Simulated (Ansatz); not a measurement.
The system is BaTiO3.

```
CELL_PARAMETERS angstrom
3.99980 0.00000 0.00000
0.00000 3.99980 0.00000
0.00000 0.00000 4.01800
ATOMIC_POSITIONS crystal
Ba 0.00000 0.00000 0.00000
Ti 0.50000 0.50000 0.49000
O 0.00000 0.50000 0.51700
O 0.50000 0.00000 0.51700
O 0.50000 0.50000 0.01900
```

Base run:

* Program: Ansatz 0.2.0
* Functional: PBEsol
* Potentials or basis: all-electron LAPW, scalar-relativistic
* Cutoff: 400 eV
* Density cutoff: 1600 eV
* Basis error allowed: 0.002 eV/atom
* k mesh: 7 × 7 × 7
* Occupations: fermi-dirac, width 0.05 eV
* Spin: no spin polarisation
* Hubbard terms: Ti d U = 4 eV

Its results: band gap on the k mesh 2.34 eV, indirect (least direct gap 2.52 eV); pressure -2.5 GPa; largest force 0.158 eV/Å.

**Question.** After a change of settings the same cell gave: band gap on the k mesh 2.64 eV, indirect (least direct gap 2.83 eV); pressure -1.7 GPa; largest force 0.212 eV/Å. Which change was it?
A. hubbard terms from Ti d U = 4 eV to Ti d U = 8 eV
B. functional from PBEsol to RPBE; hubbard terms from Ti d U = 4 eV to none
C. hubbard terms from Ti d U = 4 eV to Ti d U = 6 eV
D. functional from PBEsol to BLYP; hubbard terms from Ti d U = 4 eV to none

**Answer.** C.

Caveats: U is the effective U less J, on atomic orbitals that reach past the spheres; spin-orbit coupling is left out, which moves the levels of the heavy elements; the mesh misses the band edges, which the band path finds closer together.

Not every run made on this cell is shown here.
